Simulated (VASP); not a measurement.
# In5Ga3As8 (I-4m2) in VASP: relaxation of cell and atoms with PBEsol

Aim: the relaxation of cell and atoms of In5Ga3As8 with PBEsol.

Everything below comes from runs of VASP 6.6.1. Logs are shortened: lines on timing, memory, paths and dates and some standing lists are left out, and cuts for length are marked.

## (1) The crystal as given

It takes space group I-4m2 (No. 119, tetragonal). The conventional cell has a = 8.352 Å, b = 8.352 Å, c = 11.812 Å, α = 90.00°, β = 90.00°, γ = 90.00°. In (site symmetry 2) has 4 As at 2.56 Å as nearest neighbours. In (site symmetry -4m2) has 4 As at 2.56 Å as nearest neighbours. Ga (site symmetry 2mm) is surrounded by 4 As at 2.56 Å. Around Ga (site symmetry -4m2) lie 4 As at 2.56 Å. Around As (site symmetry m) lie 3 In at 2.56 Å and 1 Ga at 2.56 Å. As (site symmetry m) has 2 Ga at 2.56 Å and 2 In at 2.56 Å as nearest neighbours.

The cell comes from a database or a generator and needn't be the stable form of this composition.

## (2) Relaxation of cell and atoms, PBEsol

The input, INCAR:

```
  ALGO = Fast
  EDIFF = 1E-6
  EDIFFG = -0.005
  ENCUT = 520
  GGA = PS
  IBRION = 2
  ISIF = 3
  ISMEAR = 0
  LASPH = True
  LCHARG = False
  LREAL = False
  LWAVE = False
  NELM = 80
  NSW = 60
  PREC = Accurate
  SIGMA = 0.03
```

The input, KPOINTS:

```
k-points
0
Gamma
  4 4 4
```

The input, POSCAR:

```
In5Ga3As8
1.0
    0.0000000000      5.9061000000      5.9061000000
    5.9061000000      0.0000000000      5.9061000000
    5.9061000000      5.9061000000      0.0000000000
In Ga As
5 3 8
Direct
    0.0000000000      0.0000000000      0.0000000000
    0.0000000000      0.5000000000      0.0000000000
    0.5000000000      0.0000000000      0.0000000000
    0.5000000000      0.0000000000      0.5000000000
    0.5000000000      0.5000000000      0.5000000000
    0.0000000000      0.0000000000      0.5000000000
    0.0000000000      0.5000000000      0.5000000000
    0.5000000000      0.5000000000      0.0000000000
    0.1250000000      0.1250000000      0.1250000000
    0.1250000000      0.1250000000      0.6250000000
    0.1250000000      0.6250000000      0.1250000000
    0.1250000000      0.6250000000      0.6250000000
    0.6250000000      0.1250000000      0.1250000000
    0.6250000000      0.1250000000      0.6250000000
    0.6250000000      0.6250000000      0.1250000000
    0.6250000000      0.6250000000      0.6250000000
```

Potentials or basis: VASP PAW PBE potentials, release 64 (In_d, Ga_d, As).

Command:

```sh
$ cat potpaw_PBE.64/In_d/POTCAR potpaw_PBE.64/Ga_d/POTCAR potpaw_PBE.64/As/POTCAR > POTCAR
$ mpirun -np 1 vasp_std > vasp.out
```

OUTCAR:

```text
EDIFF = 1E-6
   EDIFFG = -0.005
   ENCUT = 520
   GGA = PS
   IBRION = 2
   ISIF = 3
   ISMEAR = 0
   LASPH = True
   LREAL = False
   NELM = 80
   NSW = 60
   PREC = Accurate

 ion  position               nearest neighbor table
   1  0.000  0.000  0.000-   9 2.56  10 2.56  11 2.56  13 2.56
   2  0.000  0.500  0.000-   9 2.56  11 2.56  12 2.56  15 2.56
   3  0.500  0.000  0.000-   9 2.56  13 2.56  14 2.56  15 2.56
   4  0.500  0.000  0.500-  10 2.56  13 2.56  14 2.56  16 2.56
   5  0.500  0.500  0.500-  12 2.56  14 2.56  15 2.56  16 2.56
   6  0.000  0.000  0.500-   9 2.56  10 2.56  12 2.56  14 2.56
[... 8 lines left out ...]
  15  0.625  0.625  0.125-   2 2.56   3 2.56   5 2.56   8 2.56
  16  0.625  0.625  0.625-   4 2.56   5 2.56   7 2.56   8 2.56

  LATTYP: Found a face centered cubic cell.
 ALAT       =    11.8122000000

  Lattice vectors:

 A1 = (   0.0000000000,   5.9061000000,   5.9061000000)
 A2 = (   5.9061000000,   0.0000000000,   5.9061000000)
 A3 = (   5.9061000000,   5.9061000000,   0.0000000000)

Analysis of symmetry for initial positions (statically):
=====================================================================
 Subroutine PRICEL returns:
 Original cell was already a primitive cell.

 Routine SETGRP: Setting up the symmetry group for a
 face centered cubic supercell.

 Subroutine GETGRP returns: Found  8 space group operations
 (whereof  2 operations were pure point group operations)
 out of a pool of 48 trial point group operations.

The static configuration has the point symmetry C_2 .
 The point group associated with its full space group is D_2d.

Analysis of symmetry for dynamics (positions and initial velocities):
=====================================================================
 Subroutine PRICEL returns:
 Original cell was already a primitive cell.

 Routine SETGRP: Setting up the symmetry group for a
 face centered cubic supercell.

 Subroutine GETGRP returns: Found  8 space group operations
 (whereof  2 operations were pure point group operations)
 out of a pool of 48 trial point group operations.

The dynamic configuration has the point symmetry C_2 .
 The point group associated with its full space group is D_2d.

 Subroutine INISYM returns: Found  8 space group operations
 (whereof  2 operations are pure point group operations),
 and found     1 'primitive' translations

----------------------------------------------------------------------------------------

                                     Primitive cell

  volume of cell :     412.0334

  direct lattice vectors                    reciprocal lattice vectors
     0.000000000  5.906100000  5.906100000    -0.084658235  0.084658235  0.084658235
     5.906100000  0.000000000  5.906100000     0.084658235 -0.084658235  0.084658235
     5.906100000  5.906100000  0.000000000     0.084658235  0.084658235 -0.084658235

  length of vectors
     8.352486721  8.352486721  8.352486721     0.146632364  0.146632364  0.146632364

  position of ions in fractional coordinates (direct lattice)
     0.000000000  0.000000000  0.000000000
     0.000000000  0.500000000  0.000000000
     0.500000000  0.000000000  0.000000000
     0.500000000  0.000000000  0.500000000
     0.500000000  0.500000000  0.500000000
     0.000000000  0.000000000  0.500000000
[... 8 lines left out ...]
     0.625000000  0.625000000  0.125000000
     0.625000000  0.625000000  0.625000000

  ion indices of the primitive-cell ions
   primitive index   ion index
                 1           1
                 2           2
                 3           3
                 4           4
                 5           5
                 6           6
[... 8 lines left out ...]
                15          15
                16          16

----------------------------------------------------------------------------------------

 KPOINTS: k-points

Automatic generation of k-mesh.
 Grid dimensions read from file:
 generate k-points for:    4    4    4

 Generating k-lattice:

  Cartesian coordinates                     Fractional coordinates (reciprocal lattice)
    -0.021164559  0.021164559  0.021164559     0.250000000  0.000000000  0.000000000
     0.021164559 -0.021164559  0.021164559     0.000000000  0.250000000  0.000000000
     0.021164559  0.021164559 -0.021164559     0.000000000  0.000000000  0.250000000

  Length of vectors
     0.036658091  0.036658091  0.036658091

  Shift w.r.t. Gamma in fractional coordinates (k-lattice)
     0.000000000  0.000000000  0.000000000

 Subroutine IBZKPT returns following result:
 ===========================================

 Found     13 irreducible k-points:

 Following reciprocal coordinates:
            Coordinates               Weight
  0.000000  0.000000  0.000000      1.000000
  0.250000  0.000000  0.000000      8.000000
  0.500000  0.000000  0.000000      4.000000
  0.250000  0.250000  0.000000      4.000000
  0.250000  0.000000  0.250000      2.000000
  0.500000  0.250000  0.000000     16.000000
  0.250000  0.000000  0.500000      8.000000
 -0.250000  0.250000  0.000000      8.000000
  0.250000  0.000000 -0.250000      4.000000
  0.500000  0.500000  0.000000      2.000000
  0.500000  0.000000  0.500000      1.000000
 -0.250000  0.500000  0.250000      2.000000
  0.250000 -0.250000  0.500000      4.000000
   k-points           NKPTS =     13   k-points in BZ     NKDIM =     13   number of bands    NBANDS=     86
   number of dos      NEDOS =    301   number of ions     NIONS =     16
   total plane-waves  NPLWV = 262144
   dimension x,y,z NGX =    64 NGY =   64 NGZ =   64
   dimension x,y,z NGXF=   128 NGYF=  128 NGZF=  128
   ions per type =               5   3   8
   NGX,Y,Z   is equivalent  to a cutoff of  12.74, 12.74, 12.74 a.u.
   NGXF,Y,Z  is equivalent  to a cutoff of  25.48, 25.48, 25.48 a.u.
 SYSTEM =  unknown system
   PREC   = accura    normal or accurate (medium, high low for compatibility)
   ISTART =      0    job   : 0-new  1-cont  2-samecut
   ICHARG =      2    charge: 1-file 2-atom 10-const
   ISPIN  =      1    spin polarized calculation?
   LNONCOLLINEAR =      F non collinear calculations
   LSORBIT =      F    spin-orbit coupling
   LASPH  =      T    aspherical Exc in radial PAW
   ENCUT  =  520.0 eV  38.22 Ry    6.18 a.u.  15.53 15.53 15.53*2*pi/ulx,y,z
   NELM   =     80;   NELMIN=  2; NELMDL= -5     # of ELM steps
   EDIFF  = 0.1E-05   stopping-criterion for ELM
   LREAL  =      F    real-space projection
   EDIFFG = -.5E-02   stopping-criterion for IOM
   NSW    =     60    number of steps for IOM
   IBRION =      2    ionic relax: 0-MD 1-quasi-New 2-CG
   NFREE  =      1    steps in history (QN), initial steepest desc. (CG)
   ISIF   =      3    stress and relaxation
   ISYM   =      2    0-nonsym 1-usesym 2-fastsym
   POTIM  = 0.5000    time-step for ionic-motion
   TEBEG  =    0.0;   TEEND  =   0.0 temperature during run
   PSTRESS=    0.0 pullay stress
   NELECT =     144.0000    total number of electrons
   NUPDOWN=      -1.0000    fix difference up-down
   EMIN   =  10.00;   EMAX   =-10.00  energy-range for DOS
   EFERMI =   0.00;   METHOD = LEGACY
   ISMEAR =     0;   SIGMA  =   0.03  broadening in eV -4-tet -1-fermi 0-gaus
   EFERMI_NEDOS =   21; number of points for ismear=-14 and -15
   IALGO  =     68    algorithm
   IMIX   =      4    mixing-type and parameters
     AMIX     =   0.40;   BMIX     =  1.00
     AMIX_MAG =   1.60;   BMIX_MAG =  1.00
  volume/ion in A,a.u.               =      25.75       173.78
  Fermi-wavevector in a.u.,A,eV,Ry     =   1.153148  2.179133 18.092336  1.329749
  Thomas-Fermi vector in A             =   2.289794
   LORBIT       =      0    0 simple, 1 ext, 2 COOP (PROOUT), +10 PAW based schemes
   GGA     = PS    functional components
   LHFCALC =     F    Hartree Fock is set to
   AEXX    =    0.0000 exact exchange contribution
   IVDW    =     0    specifies the selected vdW correction
   LEPSILON=     F    determine dielectric tensor
   LRPA    =     F    only Hartree local field effects (RPA)
 conjugate gradient relaxation of ions
 non-spin polarized calculation
 RMM-DIIS sequential band-by-band and
 Gauss-broadening in eV      SIGMA  =   0.03
  energy-cutoff  :      520.00
  volume of cell :      412.03
 maximum number of plane-waves:     11138
 NGX is ok and might be reduce to    64
   NGX = 31   NGY = 31   NGZ = 31

--------------------------------------- Ionic step        1  -------------------------------------------

 number of electron     144.0000073 magnetization

 Free energy of the ion-electron system (eV)
  ---------------------------------------------------
  ext. energy  EPLUGINS =         0.00000000
  ---------------------------------------------------
  free energy    TOTEN  =       -68.82136635 eV

  energy without entropy =      -68.82064388  energy(sigma->0) =      -68.82100511

------------------------ aborting loop because EDIFF is reached ----------------------------------------

  FORCE on cell =-STRESS in cart. coord.  units (eV):
  Direction    XX          YY          ZZ          XY          YZ          ZX
  --------------------------------------------------------------------------------------
  -------------------------------------------------------------------------------------
  Total        4.4588857      4.3223600      4.4588857     -0.0000000      0.0000000      0.0000000
  in kB       17.3382213     16.8073458     17.3382213     -0.0000000      0.0000000      0.0000000
  external PRESSURE =      17.1612628 kB  Pullay stress =       0.0000000 kB
[... 131 lines left out ...]
  FREE ENERGIE OF THE ION-ELECTRON SYSTEM (eV)
  ---------------------------------------------------
  free  energy   TOTEN  =       -69.2248954648 eV

  energy  without entropy=      -69.2242714633  energy(sigma->0) =      -69.22458346

[... ionic steps 4 to 15 ...]

--------------------------------------- Ionic step       16  -------------------------------------------

 number of electron     144.0000070 magnetization

------------------------ aborting loop because EDIFF is reached ----------------------------------------
[... 95 lines left out ...]
--------------------------------------- Ionic step       18  -------------------------------------------

 number of electron     144.0000070 magnetization

 Free energy of the ion-electron system (eV)
  ---------------------------------------------------
  ext. energy  EPLUGINS =         0.00000000
  ---------------------------------------------------
  free energy    TOTEN  =       -69.37561727 eV

  energy without entropy =      -69.37508833  energy(sigma->0) =      -69.37535280

 E-fermi :   4.0771     XC(G=0):  -9.3914

 val. band max:        4.0771173371   @ k =   0.0000   0.0000   0.0000
 cond. band min:       4.5884433848   @ k =   0.0000   0.0000   0.0000
 fundamental gap:      0.5113260477
 Fermi energy:         4.0771174356

 k-point     1 :       0.0000    0.0000    0.0000
  band No.  band energies     occupation
      1     -10.7854      2.00000
      2     -10.7823      2.00000
      3     -10.7823      2.00000
      4     -10.7492      2.00000
      5     -10.7492      2.00000
      6     -10.7414      2.00000
[... 1120 lines left out ...]
     83       7.4818      0.00000
     84       7.5201      0.00000
 [bands above 84 left out]

------------------------ aborting loop because EDIFF is reached ----------------------------------------

  FORCE on cell =-STRESS in cart. coord.  units (eV):
  Direction    XX          YY          ZZ          XY          YZ          ZX
  --------------------------------------------------------------------------------------
  -------------------------------------------------------------------------------------
  Total       -0.0323400      0.0203123     -0.0323400     -0.0000000      0.0000000      0.0000000
  in kB       -0.1240313      0.0779021     -0.1240313     -0.0000000      0.0000000      0.0000000
  external PRESSURE =      -0.0567201 kB  Pullay stress =       0.0000000 kB
[... 31 lines left out ...]
  FREE ENERGIE OF THE ION-ELECTRON SYSTEM (eV)
  ---------------------------------------------------
  free  energy   TOTEN  =       -69.3756172748 eV

  energy  without entropy=      -69.3750883277  energy(sigma->0) =      -69.37535280

 reached required accuracy - stopping structural energy minimisation
```

It took 2.4 h on 1 thread of Intel Xeon Platinum 8559C (Emerald Rapids), shared host; peak memory 0.85 GiB.

Results:

```yaml
Free_energy: -69.3756 eV
Relaxed_volume: 26.11 Å³/atom
Relaxed_cell: a = 8.396 Å, b = 8.381 Å, c = 8.396 Å, α = 60.06°, β = 59.88°, γ = 60.06°
Space_group_after_relaxing_to_0.05_Å: I-4m2 (No. 119)
Energy_gained_by_relaxing: 34.6 meV/atom
Ionic_steps: 18
Pressure_after_relaxing: 0.0 GPa
Largest_force_after_relaxing: 0.004 eV/Å
Band_gap_on_the_k_mesh: none (metal or under the smearing width)
```

Forces in eV/Å, atoms in the order of the input:
```
In   0.000  0.000  0.000
In   0.000  0.000  0.000
In   0.000  0.000  0.000
In   0.000  0.000  0.000
In   0.000  0.000  0.000
Ga   0.000 -0.003  0.000
Ga   0.000  0.000  0.000
Ga   0.000  0.003  0.000
As   0.003  0.001 -0.003
As   0.001 -0.004  0.001
As   0.001  0.004 -0.001
As  -0.001 -0.004 -0.001
As   0.003 -0.001  0.003
As  -0.003  0.001  0.003
As  -0.003 -0.001 -0.003
As  -0.001  0.004  0.001
```

The path:
```
step  energy change (eV)  largest force (eV/Å)  pressure (GPa)  volume (Å³)
   1              0.0000                1.2707            1.72       412.03
   2             -0.3944                0.5135           -1.25       428.70
   3             -0.4035                0.4095           -1.71       431.90
   4             -0.5500                0.0837           -0.28       419.78
   5             -0.5515                0.0854           -0.10       418.46
   6             -0.5537                0.0365            0.01       417.66
   7             -0.5539                0.0219           -0.01       417.35
   8             -0.5533                0.0423            0.10       416.74
   9             -0.5539                0.0220            0.06       417.21
  10             -0.5539                0.0210            0.06       417.26
  11             -0.5542                0.0132            0.07       417.83
  12             -0.5539                0.0259           -0.09       418.40
  13             -0.5541                0.0127           -0.10       418.02
  14             -0.5542                0.0130           -0.02       417.91
  15             -0.5542                0.0131           -0.03       417.90
  16             -0.5542                0.0132           -0.02       417.86
  17             -0.5542                0.0133           -0.01       417.85
  18             -0.5543                0.0044           -0.01       417.75
```

Final structure:
```yaml
crystal:
  lattice:
    - [0.00000, 5.94806, 5.92594]
    - [5.92594, 0.00000, 5.92594]
    - [5.92594, 5.94806, 0.00000]
  atoms:
    - { symbol: In, position: [0.00054, 0.99946, 0.99946] }
    - { symbol: In, position: [0.00054, 0.50054, 0.99946] }
    - { symbol: In, position: [0.50000, 0.00000, 0.00000] }
    - { symbol: In, position: [0.49946, 0.99946, 0.50054] }
    - { symbol: In, position: [0.49946, 0.50054, 0.50054] }
    - { symbol: Ga, position: [0.00014, 0.99986, 0.50014] }
    - { symbol: Ga, position: [0.00000, 0.50000, 0.50000] }
    - { symbol: Ga, position: [0.49986, 0.50014, 0.99986] }
    - { symbol: As, position: [0.11975, 0.11986, 0.14053] }
    - { symbol: As, position: [0.11530, 0.13461, 0.61530] }
    - { symbol: As, position: [0.13478, 0.61530, 0.13461] }
    - { symbol: As, position: [0.11530, 0.63478, 0.61530] }
    - { symbol: As, position: [0.61986, 0.14053, 0.11986] }
    - { symbol: As, position: [0.64053, 0.11986, 0.61975] }
    - { symbol: As, position: [0.61986, 0.61975, 0.11986] }
    - { symbol: As, position: [0.63461, 0.61530, 0.63478] }
```

Caveat: the PAW data sets were made with another functional, which shifts forces and pressure a little.
